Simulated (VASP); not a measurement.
A run of VASP 6.6.1:

INCAR

```
SYSTEM = Ge
PREC = Accurate
ENCUT = 600
EDIFF = 1E-6
ISMEAR = -1
SIGMA = 0.05
LREAL = .False.
LASPH = .True.
NELM = 80
ALGO = Normal
ISIF = 3
LWAVE = .False.
LCHARG = .False.
GGA = MK
LUSE_VDW = .True.
AGGAC = 0.0
PARAM1 = 0.1234
PARAM2 = 1.0
IBRION = 2
NSW = 60
EDIFFG = -0.005
```

The input KPOINTS:

```
Automatic mesh
0
Gamma
  8 8 8
  0 0 0
```

POSCAR

```
Ge
1.0
    0.0000000000      2.8289100000      2.8289100000
    2.8289100000      0.0000000000      2.8289100000
    2.8289100000      2.8289100000      0.0000000000
Ge
2
Direct
    0.7500000000      0.7500000000      0.7500000000
    0.5000000000      0.5000000000      0.5000000000
```

Potentials or basis: VASP PAW PBE potentials, release 64 (Ge_d).

Run with:

```bash
$ cat potpaw_PBE.64/Ge_d/POTCAR > POTCAR
$ mpirun -np 1 vasp_std > vasp.out
```

Hardware: 1 thread of Intel(R) Xeon(R) Platinum 8488C (Sapphire Rapids), on a shared host.

Q: How long does it take, and how much memory?

A: It took 3.4 min on 1 thread of Intel(R) Xeon(R) Platinum 8488C (Sapphire Rapids) (shared host), peak memory 0.39 GiB. Counts: scf iterations 32, k points 29, ion steps 5.
